**Radius, hardness and transferability in a boron pseudopotential**

A norm-conserving pseudopotential replaces each valence wave, inside a radius chosen per channel, by a smooth nodeless function that holds the same charge. The usual rule is a trade: a larger radius gives a smoother wave and a lower basis cutoff, and it costs accuracy when the atom leaves the configuration in which the potential was built. The table tests this rule on boron at the PBEsol level without spin.

Troullier-Martins semilocal pseudopotentials for boron, generated with ld1.x 7.5. The base run is scalar-relativistic with the PBEsol functional, a [He] core, a Bessel-form core correction, the reference valence configuration 2s1.5 2p0, radii of 1.15 bohr (s) and 3.25 bohr (p), and the p channel as local potential. Errors are all-electron minus pseudo.

```
                       change from the base  cutoff for 10 mRy (Ry)  cutoff for 1 mRy (Ry)  first ionisation error (meV)  second ionisation error (meV)  first ionisation energy all-electron (eV)
                                       base                      21                     60                          -156                           1.03                                     8.1394
reference valence configuration 2s1.5 2p1.5                      18                     55                           149                            327                                     8.1394
            core correction radius 0.7 bohr                      21                     60                          -156                          0.952                                     8.1394
                         s radius 1.52 bohr                      18                     50                          -159                          0.177                                     8.1394
                         p radius 4.22 bohr                      21                     60                          -417                           1.03                                     8.1394
           the s channel as local potential                      21                     60                          -156                           1.03                                     8.1394
                           non-relativistic                      21                     60                          -156                           1.29                                     8.1417
                          LDA-PZ functional                      21                     60                          -169                           1.52                                     8.3266
     s radius 1.06 bohr; p radius 2.98 bohr                      25                     70                          -107                          0.898                                     8.1394
     s radius 1.04 bohr; p radius 2.94 bohr                      40                     90                          -107                          0.871                                     8.1394
```

The two cutoffs are the basis energies at which the sum of valence levels, weighted by the occupations of the reference configuration, is converged to 10 mRy and to 1 mRy; they are read off a ladder of discrete values. The first ionisation is $2s^2 2p^1 \to 2s^2$ and the second is $2s^2 \to 2s^1$. Each error is all-electron minus pseudo, so a negative entry means that the pseudo-atom holds its electron too tightly. The radii of the two channels are written $r_s$ and $r_p$.

**(a) Derive a parameter-free estimate of the cutoff as a function of radius, find the rows that depart from it, and decide which departures belong to the potential and which to the way a cutoff is read.**

*Solution.* Inside a radius $r$ the pseudo wave is built from functions matched at $r$, so its wave numbers scale as $q \propto 1/r$. A cutoff in rydberg is $q^2$, hence $E_\text{cut} \propto 1/r^2$. The radius that counts is fixed by the weighting. In the base run 2p is empty, and at 10 Ry the error of the sum, 82.9 mRy, is $1.5 \times 55.27$ mRy, the excess of the s level alone. The estimate is therefore
$$E_\text{cut} = E_\text{base}\,(1.15\ \text{bohr}/r_s)^2 ,$$
where the base row sets the scale and nothing is fitted.

This disposes of the row with $r_p = 4.22$ bohr, whose cutoffs equal those of the base. The p wave did become softer: its level excess at 10 Ry drops from 17.9 to 1.3 mRy in the same calculations. The criterion gives that gain zero weight, so with an empty 2p reference these columns say nothing about the hardness of the p channel, which any bonded boron atom will use.

For $r_s = 1.52$ bohr, a row that did not set the scale, $(1.15/1.52)^2 = 0.572$ and the 1 mRy estimate is $60 \times 0.572 = 34.3$ Ry. The table has 50 Ry, 46 % above the estimate. Theory gives a reason for a weak response. Only the inner piece of the wave rescales with $r_s$, while the part outside is the all-electron 2s orbital, whose size is fixed and which needs the same wave numbers whatever radius is chosen.

On the small side the estimate fails in the other direction. From 1.06 to 1.04 bohr it asks for 3.9 % more cutoff, and the table jumps by 60 % at 10 mRy and by 29 % at 1 mRy. The convergence curves show how the jump is made. Truncating a basis costs roughly the kinetic energy of the omitted Fourier components, and where the transform of the wave passes near a zero, extra basis functions gain little, so the curve has a shelf. For $r_s = 1.06$ the error falls only from 10.5 to 6.7 mRy between 21 and 40 Ry, and for $r_s = 1.04$ from 13.8 to 9.7 mRy. The 10 mRy line cuts the first curve at the start of the shelf and the second at its end. Interpolating the logarithm of the error linearly between tabulated cutoffs, which is rough, the crossing grows by a factor 1.71 at 10 mRy, against 1.07 at 15 mRy and 1.14 at 5 mRy. At 1 mRy the 1.04 potential misses the threshold at 80 Ry by 0.005 mRy, less than the 0.015 mRy step to which the sum is rounded, so the entry 90 Ry could as well have been 80.

Most of the jump is thus a matter of reading, and so is the apparent success at 1.06 bohr, where both entries lie within about 1 % of the estimate: the interpolated 5 mRy crossing moves there from 25 to 45 Ry, far more than the factor $(1.15/1.06)^2 = 1.18$. A real hardening remains. The error at 60 Ry rises as 0.18, 0.68, 1.73 and 2.62 mRy through the four s radii, ever more steeply. The shelves of the three smaller radii rise in height and stay at about the same cutoffs, whereas a pure rescaling would slide them along the axis. A likely cause, untested here, is the place of $r_s$ on the all-electron 2s wave. No 2s wave is among the outputs used here; if its outer maximum lies beyond 1.15 bohr, the three smaller radii match on the flank that falls towards the node, and a nodeless function must bend more sharply the further in it is matched.

**(b) Explain the sign of the first ionisation error and its growth with $r_p$, and size the break between $r_p = 2.98$ and 2.94 bohr.**

*Solution.* The same calculations give errors for single configurations, measured from the reference. In the row with s as local potential, whose first error matches the base to 0.04 meV, they are $+160.3$ meV for the neutral atom, $+4.1$ meV for $2s^2$ and $+5.1$ meV for $2s^1$. The first error is $4.1 - 160.3 = -156.2$ meV. The fault lies in the atom that holds a 2p electron, which the pseudopotential places too low. With $r_p = 4.22$ the neutral's error becomes 420.9 meV and the two ions do not move, which is built in: without p electrons in the reference or in the ions, the p channel never acts on the second ionisation.

The 2p waves of the base run suggest a cause. The all-electron wave peaks near 1.3 bohr, so $r_p = 3.25$ is about 2.5 times the position of the maximum and most of the orbital is replaced. Norm conservation fixes the charge inside $r_p$ and leaves its distribution free. The pseudo density is 0.48 of the true one at 0.65 bohr and 1.20 of it near 1.6 bohr, and at the sampled radii it crosses the true density once.

A classical ball of charge gives the sign. Let $Q(r)$ be the charge enclosed within $r$, and move charge outward while keeping the total inside $r_p$. Outside, Gauss's law says that nothing changes. Inside, the potential is
$$V(r) = V(r_p) + \int_r^{r_p} \frac{Q(r')}{r'^2}\,dr' ,$$
and since $Q$ is smaller at each $r' < r_p$, the repulsive potential is lower throughout the interior. A pseudo 2p electron therefore repels the 2s electrons, and 2p density repels itself, less than it should. The levels are matched at the reference, so the first electron fraction enters at the right energy, and the deficit appears as occupations move away. With frozen orbitals the error of a configuration is
$$\Delta = a\,\delta n_s\,\delta n_p + \tfrac12\, b\,\delta n_p^2 ,$$
where $\delta n$ are changes of occupation from the reference and $a, b > 0$ are the missed s–p and p–p repulsions. For the neutral atom $\delta n_s = +0.5$ and $\delta n_p = +1$, so $\Delta > 0$, as found. A larger $r_p$ displaces more charge, and the first error grows 2.67-fold from 3.25 to 4.22 bohr, a slope of 3.76 in $\ln|\text{error}|$ against $\ln r_p$ taken from those two rows.

The analogy holds for rigid charge with Coulomb repulsion only, and the numbers mark its limit. At $2s^2$, doubling the p occupation from 0.5 to 1 multiplies the added error by 1.79. A factor below 2 needs $b < 0$ with $a > 0$, and then both terms are negative for $2s^1 2p^1$, where the added error is $+107$ meV. The quadratic form cannot describe both. One omission is orbital relaxation, whose share was not computed: as electrons are added to the $+1.5$ ion the 2p orbital should swell, so that $a$ and $b$ shrink instead of staying fixed. The p channel also scatters poorly away from its reference level of $-1.40$ Ry: the phase error at $-0.64$ Ry is 0.056 rad for p and $-0.003$ rad for s. The ball of charge therefore gives the sign of the first error and the direction of its change with $r_p$, not its size.

The last two rows break the growth. The slope between 2.98 and 3.25 bohr is 4.38, from the unrounded errors of those two rows. Continued to 2.94 it gives $-106.8 \times (2.94/2.98)^{4.38} = -100.7$ meV, whereas the calculation gives $-106.9$ meV. The gap of 6 meV is well above the 0.5 meV rounding. The simultaneous change of $r_s$ hardly accounts for it, since moving $r_s$ by 0.37 bohr shifts the first error by only 2.8 meV. The p-level excesses of the two rows are identical (34, 1.22, 0.15 mRy at 10, 15, 21 Ry), although that quantity responds strongly to $r_p$ elsewhere. The p potentials look like the same object. The break is probably an artefact of the radial mesh, though no output lists the matching points. On the mesh $r = e^{-7 + 0.0125k}/Z$ the four test radii sit at $k = 781.5$, 783.5, 790.5 and 810.5, midway between points, which identifies the mesh. Suppose that the generator takes the last point below the typed radius and matches only at every second point, here even $k$, moving one point outward when needed; this rule is inferred, not printed. The typed 2.94 and 2.98 lie at $k = 775.0$ and 776.1 and would then end on the same even point, with 3.25 and 4.22 ending 8 and 28 steps beyond it. On the radii inferred this way the two slopes are 3.8 and 3.9 instead of 4.38 and 3.76, so the growth would follow nearly one power law and the difference between the typed-radius slopes would also come from the mesh. By the same rule the two s radii are two steps apart, which lifts the estimate of part (a) to $e^{2 \times 0.025} = 1.05$, still short of the 1.14 seen at 5 and 1 mRy.

**(c) The neutral reference $2s^{1.5}2p^{1.5}$ keeps both radii. Explain what it does to the two errors and the cutoffs, and say what the remaining rows test.**

*Solution.* The first error changes from $-156$ to $+149$ meV, that is from $-1.9$ % to $+1.8$ % of the all-electron ionisation energy. A pseudo-atom is exact at its reference, and an ionisation error is a difference between two configurations, so, when the end far from the reference has a positive error, as it does here, the sign tells which end that is. Now the neutral atom is close, at $-6.3$ meV, and $2s^2$ is far, at $+142.6$ meV. Judged by the two ionisations alone the potential is no better than before, but its good region has moved to atoms that hold 2p electrons: all such configurations tested are within about 24 meV.

The second error, 327 meV against 1.03 meV, arises although neither ion holds a 2p electron. The frozen core cannot be the cause: its shifts are 0.3 % and 1.3 % of the errors of $2s^2$ and $2s^1$. The charged-ball argument offers a cause, provided the p wave of this reference is also pushed outward. To make the ionic potential, the screening by the pseudo valence density is subtracted from each channel. That density now includes 1.5 misplaced p electrons extending far beyond $r_s$, so too little repulsion is subtracted from the s channel, and the defect is exposed once the p electrons leave. In the formula, $\delta n_p = -1.5$ makes the $b$ term positive for both ions, while the $a$ term is negative for $2s^2$ and positive for $2s^1$. This gives the order found, $+143$ and $+469$ meV, and a positive second error. Charge alone is not the variable: the singly charged $2s^1 2p^1$ is off by only $-10$ meV. Here the argument fails: with $a$ and $b$ set by the two ions without 2p electrons, the formula gives $+88$ meV.

The cutoffs fall to 18 and 55 Ry even though p now counts in the sum. The 2s level rises from $-1.85$ to $-0.71$ Ry, a more weakly bound orbital is more diffuse, and the s excess at 10 Ry drops from 55.3 to 36.1 mRy.

The row $r_s = 1.52$ has the smallest second error, 0.177 meV, at the largest s radius. It is the difference $3.796 - 3.619$ meV of two errors twenty times as large. Both are somewhat lower than at 1.15 bohr, so for these two ions the rule that a larger radius costs accuracy is not borne out for s, although the first error does grow by 2.8 meV. I assign no cause.

The core-correction radius and the neglect of relativity move the first error by about 0.2 meV each and LDA moves it by 13 meV, so none of them explains an error of 156 meV. In the last two cases the all-electron value shifts as well (by 2.3 and 187 meV), and the error measures only fidelity to that value. The choice of local channel is nearly a null test by construction, because in semilocal form s and p keep their own potentials and the local part governs d and higher waves. Spin is absent throughout. In the LDA run, polarisation lowers neutral boron by 0.235 eV, which takes the ionisation energy from 8.33 to 8.56 eV and raises the neutral's error by 21 meV; the closeness of 8.33 eV to the measured value, roughly 8.3 eV as recalled, is accidental.

For a neighbouring setting the same reasoning gives a forecast. With the base reference and $r_p = 3.6$ bohr, interpolation gives $-156 \times (3.6/3.25)^{3.76} \approx -230$ meV, with the cutoffs and the second error unchanged. Drawing $r_p$ in towards the 2p maximum should shrink the first error of the base and, on the argument above, both errors of the neutral reference, at the price of a harder p wave, since a 2p orbital has no core shell of its own symmetry to keep it away from the nucleus. That price would show in the cutoff columns only when the reference holds p electrons, and these atomic errors are a guide to the error in a solid without giving it.
